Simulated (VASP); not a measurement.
# Si (Fd-3m) in VASP: notebook

Runs on Si. Level: LDA. Tasks: single point, relaxation of cell and atoms.

Program: VASP 6.6.1. These are calculated values, not measurements. Logs are shortened: lines on timing, memory, paths and dates and some standing lists are left out, and cuts for length are marked.

### 1 The structure

The structure is cubic, space group Fd-3m (No. 227). The conventional cell has a = 5.470 Å, b = 5.470 Å, c = 5.470 Å, α = 90.00°, β = 90.00°, γ = 90.00°. Si (site symmetry -43m) has 4 Si at 2.37 Å as nearest neighbours.

### 2 Single point, LDA (relaxed again under DFT LDA, scalar-relativistic, plane waves, PAW)

Input file INCAR:

```
  PREC = Accurate
  ENCUT = 520
  EDIFF = 1E-7
  ISMEAR = 0
  SIGMA = 0.02
  LREAL = False
  LASPH = True
  NELM = 100
  ALGO = Normal
  ISIF = 2
  LWAVE = False
  LCHARG = False
  NBANDS = 11
```

Input file KPOINTS:

```
Automatic mesh
0
Gamma
  10 10 10
```

Input file POSCAR:

```
Si
1.0
    0.0000000000      2.7011293336      2.7011293336
    2.7011293336      0.0000000000      2.7011293336
    2.7011293336      2.7011293336      0.0000000000
Si
2
Direct
    0.7500000000      0.7500000000      0.7500000000
    0.5000000000      0.5000000000      0.5000000000
```

Potentials or basis: VASP PAW LDA potentials, release 64 (Si).

Run with:

```sh
$ cat potpaw_LDA.64/Si/POTCAR > POTCAR
$ mpirun -np 1 vasp_std > vasp.out
```

OUTCAR:

```text
PREC = Accurate
   ENCUT = 520
   EDIFF = 1E-7
   ISMEAR = 0
   LREAL = False
   LASPH = True
   NELM = 100
   ISIF = 2

 ion  position               nearest neighbor table
   1  0.750  0.750  0.750-   2 2.34   2 2.34   2 2.34   2 2.34
   2  0.500  0.500  0.500-   1 2.34   1 2.34   1 2.34   1 2.34

  LATTYP: Found a face centered cubic cell.
 ALAT       =     5.4022586672

  Lattice vectors:

 A1 = (   0.0000000000,   2.7011293336,   2.7011293336)
 A2 = (   2.7011293336,   0.0000000000,   2.7011293336)
 A3 = (   2.7011293336,   2.7011293336,   0.0000000000)

Analysis of symmetry for initial positions (statically):
=====================================================================
 Subroutine PRICEL returns:
 Original cell was already a primitive cell.

 Routine SETGRP: Setting up the symmetry group for a
 face centered cubic supercell.

 Subroutine GETGRP returns: Found 48 space group operations
 (whereof 24 operations were pure point group operations)
 out of a pool of 48 trial point group operations.

The static configuration has the point symmetry T_d .
 The point group associated with its full space group is O_h .

Analysis of symmetry for dynamics (positions and initial velocities):
=====================================================================
 Subroutine PRICEL returns:
 Original cell was already a primitive cell.

 Routine SETGRP: Setting up the symmetry group for a
 face centered cubic supercell.

 Subroutine GETGRP returns: Found 48 space group operations
 (whereof 24 operations were pure point group operations)
 out of a pool of 48 trial point group operations.

The dynamic configuration has the point symmetry T_d .
 The point group associated with its full space group is O_h .

 Subroutine INISYM returns: Found 48 space group operations
 (whereof 24 operations are pure point group operations),
 and found     1 'primitive' translations

----------------------------------------------------------------------------------------

                                     Primitive cell

  volume of cell :      39.4154

  direct lattice vectors                    reciprocal lattice vectors
     0.000000000  2.701129334  2.701129334    -0.185107760  0.185107760  0.185107760
     2.701129334  0.000000000  2.701129334     0.185107760 -0.185107760  0.185107760
     2.701129334  2.701129334  0.000000000     0.185107760  0.185107760 -0.185107760

  length of vectors
     3.819973737  3.819973737  3.819973737     0.320616045  0.320616045  0.320616045

  position of ions in fractional coordinates (direct lattice)
     0.750000000  0.750000000  0.750000000
     0.500000000  0.500000000  0.500000000

  ion indices of the primitive-cell ions
   primitive index   ion index
                 1           1
                 2           2

----------------------------------------------------------------------------------------

 KPOINTS: Automatic mesh

Automatic generation of k-mesh.
 Grid dimensions read from file:
 generate k-points for:   10   10   10

 Generating k-lattice:

  Cartesian coordinates                     Fractional coordinates (reciprocal lattice)
    -0.018510776  0.018510776  0.018510776     0.100000000  0.000000000  0.000000000
     0.018510776 -0.018510776  0.018510776     0.000000000  0.100000000  0.000000000
     0.018510776  0.018510776 -0.018510776     0.000000000  0.000000000  0.100000000

  Length of vectors
     0.032061604  0.032061604  0.032061604

  Shift w.r.t. Gamma in fractional coordinates (k-lattice)
     0.000000000  0.000000000  0.000000000

 Subroutine IBZKPT returns following result:
 ===========================================

 Found     47 irreducible k-points:

 Following reciprocal coordinates:
            Coordinates               Weight
  0.000000  0.000000  0.000000      1.000000
  0.100000  0.000000  0.000000      8.000000
  0.200000  0.000000  0.000000      8.000000
  0.300000  0.000000  0.000000      8.000000
  0.400000  0.000000  0.000000      8.000000
  0.500000  0.000000  0.000000      4.000000
[... 16 lines left out ...]
  0.300000  0.300000  0.000000      6.000000
  0.400000  0.300000  0.000000     24.000000
 [... further k-points ...]
   k-points           NKPTS =     47   k-points in BZ     NKDIM =     47   number of bands    NBANDS=     11
   number of dos      NEDOS =    301   number of ions     NIONS =      2
   total plane-waves  NPLWV =  21952
   dimension x,y,z NGX =    28 NGY =   28 NGZ =   28
   dimension x,y,z NGXF=    56 NGYF=   56 NGZF=   56
   ions per type =               2
   NGX,Y,Z   is equivalent  to a cutoff of  12.19, 12.19, 12.19 a.u.
   NGXF,Y,Z  is equivalent  to a cutoff of  24.37, 24.37, 24.37 a.u.
 SYSTEM =  unknown system
   PREC   = accura    normal or accurate (medium, high low for compatibility)
   ISTART =      0    job   : 0-new  1-cont  2-samecut
   ICHARG =      2    charge: 1-file 2-atom 10-const
   ISPIN  =      1    spin polarized calculation?
   LNONCOLLINEAR =      F non collinear calculations
   LSORBIT =      F    spin-orbit coupling
   LASPH  =      T    aspherical Exc in radial PAW
   ENCUT  =  520.0 eV  38.22 Ry    6.18 a.u.   7.10  7.10  7.10*2*pi/ulx,y,z
   NELM   =    100;   NELMIN=  2; NELMDL= -5     # of ELM steps
   EDIFF  = 0.1E-06   stopping-criterion for ELM
   LREAL  =      F    real-space projection
   EDIFFG = 0.1E-05   stopping-criterion for IOM
   NSW    =      0    number of steps for IOM
   IBRION =     -1    ionic relax: 0-MD 1-quasi-New 2-CG
   NFREE  =      0    steps in history (QN), initial steepest desc. (CG)
   ISIF   =      2    stress and relaxation
   ISYM   =      2    0-nonsym 1-usesym 2-fastsym
   POTIM  = 0.5000    time-step for ionic-motion
   TEBEG  =    0.0;   TEEND  =   0.0 temperature during run
   PSTRESS=    0.0 pullay stress
   NELECT =       8.0000    total number of electrons
   NUPDOWN=      -1.0000    fix difference up-down
   EMIN   =  10.00;   EMAX   =-10.00  energy-range for DOS
   EFERMI =   0.00;   METHOD = LEGACY
   ISMEAR =     0;   SIGMA  =   0.02  broadening in eV -4-tet -1-fermi 0-gaus
   EFERMI_NEDOS =   21; number of points for ismear=-14 and -15
   IALGO  =     38    algorithm
   IMIX   =      4    mixing-type and parameters
     AMIX     =   0.40;   BMIX     =  1.00
     AMIX_MAG =   1.60;   BMIX_MAG =  1.00
  volume/ion in A,a.u.               =      19.71       132.99
  Fermi-wavevector in a.u.,A,eV,Ry     =   0.962091  1.818088 12.593810  0.925619
  Thomas-Fermi vector in A             =   2.091520
   LORBIT       =      0    0 simple, 1 ext, 2 COOP (PROOUT), +10 PAW based schemes
   GGA     = CA    functional components
   LHFCALC =     F    Hartree Fock is set to
   AEXX    =    0.0000 exact exchange contribution
   IVDW    =     0    specifies the selected vdW correction
   LEPSILON=     F    determine dielectric tensor
   LRPA    =     F    only Hartree local field effects (RPA)
 non-spin polarized calculation
 Gauss-broadening in eV      SIGMA  =   0.02
  energy-cutoff  :      520.00
  volume of cell :       39.42
 maximum number of plane-waves:      1073
   NGX = 15   NGY = 15   NGZ = 15

 number of electron       8.0000001 magnetization

 Free energy of the ion-electron system (eV)
  ---------------------------------------------------
  ext. energy  EPLUGINS =         0.00000000
  ---------------------------------------------------
  free energy    TOTEN  =       -11.91908342 eV

  energy without entropy =      -11.91908342  energy(sigma->0) =      -11.91908342

 E-fermi :   6.0105     XC(G=0):  -9.6650

 val. band max:        5.9316747383   @ k =   0.0000   0.0000   0.0000
 cond. band min:       6.3845312705   @ k =   0.4000   0.4000   0.0000
 fundamental gap:      0.4528565323
 Fermi energy:         6.0105101449

 k-point     1 :       0.0000    0.0000    0.0000
  band No.  band energies     occupation
      1      -6.1337      2.00000
      2       5.9317      2.00000
      3       5.9317      2.00000
      4       5.9317      2.00000
      5       8.4625      0.00000
      6       8.4625      0.00000
      7       8.4625      0.00000
      8       9.3219      0.00000
      9      13.6675      0.00000
     10      13.6675      0.00000
     11      13.6763      0.00000

 k-point     2 :       0.1000    0.0000    0.0000
  band No.  band energies     occupation
      1      -6.0010      2.00000
      2       4.7729      2.00000
      3       5.7295      2.00000
      4       5.7295      2.00000
      5       8.4736      0.00000
      6       8.7593      0.00000
      7       8.7593      0.00000
      8      10.2353      0.00000
      9      13.2888      0.00000
     10      13.2888      0.00000
     11      14.2334      0.00000

 k-point     3 :       0.2000    0.0000    0.0000
  band No.  band energies     occupation
      1      -5.6089      2.00000
      2       2.8893      2.00000
      3       5.3441      2.00000
      4       5.3441      2.00000
      5       8.1104      0.00000
      6       9.2695      0.00000
      7       9.2695      0.00000
      8      11.9773      0.00000
      9      12.9556      0.00000
     10      12.9556      0.00000
     11      14.9118      0.00000

 k-point     4 :       0.3000    0.0000    0.0000
  band No.  band energies     occupation
      1      -4.9836      2.00000
      2       1.0812      2.00000
      3       5.0073      2.00000
      4       5.0073      2.00000
      5       7.7425      0.00000
      6       9.4279      0.00000
      7       9.4279      0.00000
      8      13.4939      0.00000
      9      13.5058      0.00000
     10      13.5058      0.00000
     11      14.7118      0.00000
[... 239 lines left out ...]
 k-point    22 :      -0.2000    0.2000    0.0000
  band No.  band energies     occupation
      1      -4.7648      2.00000
      2       1.4286      2.00000
      3       2.8601      2.00000
      4       5.0789      2.00000
      5       8.7825      0.00000
      6       9.9023      0.00000
      7      10.1892      0.00000
      8      11.6224      0.00000
      9      11.9956      0.00000
     10      16.5558      0.00000
     11      16.7453      0.00000

 k-point    23 :       0.3000    0.3000    0.0000
  band No.  band energies     occupation
      1      -4.5630      2.00000
      2       1.5050      2.00000
      3       3.6667      2.00000
      4       3.6667      2.00000
      5       6.6812      0.00000
      6       8.2283      0.00000
      7      12.5810      0.00000
      8      12.5810      0.00000
      9      15.0797      0.00000
     10      15.4216      0.00000
     11      18.2720      0.00000

 k-point    24 :       0.4000    0.3000    0.0000
  band No.  band energies     occupation
      1      -3.9410      2.00000
      2       0.4896      2.00000
      3       3.0179      2.00000
      4       3.4601      2.00000
      5       6.8694      0.00000
      6       8.0636      0.00000
      7      12.8806      0.00000
      8      12.9961      0.00000
      9      16.4369      0.00000
     10      16.7206      0.00000
     11      18.0290      0.00000

 [... further k-points ...]
[... 5 lines left out ...]
  --------------------------------------------------------------------------------------
  -------------------------------------------------------------------------------------
  Total        0.0076066      0.0076066      0.0076066      0.0000000      0.0000000     -0.0000000
  in kB        0.3091968      0.3091968      0.3091968      0.0000000      0.0000000     -0.0000000
  external PRESSURE =       0.3091968 kB  Pullay stress =       0.0000000 kB

 VOLUME and BASIS-vectors are now :
 -----------------------------------------------------------------------------
  energy-cutoff  :      520.00
  volume of cell :       39.42
      direct lattice vectors                 reciprocal lattice vectors
     0.000000000  2.701129334  2.701129334    -0.185107760  0.185107760  0.185107760
     2.701129334  0.000000000  2.701129334     0.185107760 -0.185107760  0.185107760
     2.701129334  2.701129334  0.000000000     0.185107760  0.185107760 -0.185107760

 POSITION                                       TOTAL-FORCE (eV/Angst)
 -----------------------------------------------------------------------------------
      4.05169      4.05169      4.05169         0.000000      0.000000      0.000000
      2.70113      2.70113      2.70113         0.000000     -0.000000     -0.000000
 -----------------------------------------------------------------------------------
    total drift:                                0.000000      0.000000     -0.000000

  FREE ENERGIE OF THE ION-ELECTRON SYSTEM (eV)
  ---------------------------------------------------
  free  energy   TOTEN  =       -11.9190834192 eV

  energy  without entropy=      -11.9190834192  energy(sigma->0) =      -11.91908342
```

It took 23 s on 1 thread of AMD EPYC 7R43 (Zen 3), shared host; peak memory 0.1 GiB.

What came out:

| Property | Result |
| --- | --- |
| Free energy | -11.9191 eV |
| Pressure | 0.0 GPa |
| Band gap on the k mesh | 0.45 eV, indirect (least direct gap 2.53 eV) |

A k mesh can miss the band edges.

### 3 Relaxation of cell and atoms, LDA

Input file INCAR:

```
SYSTEM = Si
PREC = Accurate ; ENCUT = 600
EDIFF = 1E-6 ; ISMEAR = 0
SIGMA = 0.02 ; LREAL = .FALSE.
LASPH = .TRUE. ; NELM = 60
ALGO = Normal ; ISIF = 3
LWAVE = .FALSE. ; LCHARG = .FALSE.
IBRION = 2 ; NSW = 70
EDIFFG = -0.005
```

Input file KPOINTS:

```
Automatic mesh
0
G
  10 10 10
  0 0 0
```

Input file POSCAR:

```
Si
1.0
    0.0000000000      2.7348383258      2.7348383258
    2.7348383258      0.0000000000      2.7348383258
    2.7348383258      2.7348383258      0.0000000000
Si
2
Direct
    0.7500000000      0.7500000000      0.7500000000
    0.5000000000      0.5000000000      0.5000000000
```

Potentials or basis: VASP PAW LDA potentials, release 64 (Si).

Run with:

```sh
$ cat potpaw_LDA.64/Si/POTCAR > POTCAR
$ mpirun -np 1 vasp_std > vasp.out
```

Run time: 44 s. Hardware: 1 thread of AMD EPYC 7R43 (Zen 3), shared host; peak memory 0.12 GiB.

It converged, with:

```
Free energy                            : -11.9193 eV
Relaxed volume                         : 19.72 Å³/atom
Relaxed cell                           : a = 3.821 Å, b = 3.821 Å, c = 3.821 Å, α = 60.00°, β = 60.00°, γ = 60.00°
Space group after relaxing (to 0.05 Å) : Fd-3m (No. 227)
Energy gained by relaxing              : 7.8 meV/atom
Ionic steps                            : 3
Pressure after relaxing                : 0.0 GPa
Band gap on the k mesh                 : 0.45 eV, indirect (least direct gap 2.53 eV)
```

The path:
| step | energy change (eV) | largest force (eV/Å) | pressure (GPa) | volume (Å³) |
| --- | --- | --- | --- | --- |
| 1 | 0.0000 | 0.0000 | -3.29 | 40.91 |
| 2 | -0.0083 | 0.0000 | 2.50 | 38.47 |
| 3 | -0.0157 | 0.0000 | -0.01 | 39.43 |

Final structure:
```xyz
2
Lattice="0.0000 2.7016 2.7016 2.7016 0.0000 2.7016 2.7016 2.7016 0.0000" Properties=species:S:1:pos:R:3 pbc="T T T"
Si    4.0523    4.0523    4.0523
Si    2.7016    2.7016    2.7016
```

Levels at points of the mesh, in eV from the valence-band top:
```tsv
k point	band 1	band 2	band 3	band 4	band 5	band 6	band 7	band 8
(0.00, 0.00, 0.00)	-12.06	0.00	0.00	0.00	2.53	2.53	2.53	3.38
(0.50, 0.00, 0.00)	-9.68	-7.06	-1.21	-1.21	1.48	3.29	3.29	7.54
(0.50, 0.50, 0.00)	-7.86	-7.86	-2.89	-2.89	0.58	0.58	10.11	10.11
```
